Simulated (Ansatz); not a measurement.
# α-phase Li3N

Calculation: LC-ωPBE in Ansatz (plane waves, PAW).

Settings: plane-wave cutoff 460 eV, 9×9×8 k mesh (along the axes of the cell as run), Fermi–Dirac smearing 0.01 eV, scalar-relativistic PAW data made under PBE.

Cell: relaxed at this level.

```json
{
 "equilibrium_lattice_constant_a": "3.588 Å",
 "lattice_parameter_c": "3.835 Å",
 "band_gap": "6.75 eV (on the SCF k mesh)"
}
```

Measured, for comparison: band gap 2.15 eV (4 K, zero-point motion not removed, indirect, optical absorption, E parallel c; as tabulated in Brendecke and Bludau (1979), doi:10.1063/1.326533); lattice parameter c 3.866 Å (temperature not stated, no zero-point or thermal correction; as tabulated in "Time-of-flight neutron diffraction study of Li3N at high temperature  Sample …). Computed (rounded) less measured: band gap +4.60 eV, lattice parameter c -0.8 %. A static lattice is as a rule a little smaller and stiffer than an uncorrected measurement, which narrows the difference in the lattice parameter c and would widen misses of the other sign.

It cost roughly 40 core-minutes of CPU time.

Ansatz is an electronic-structure program.
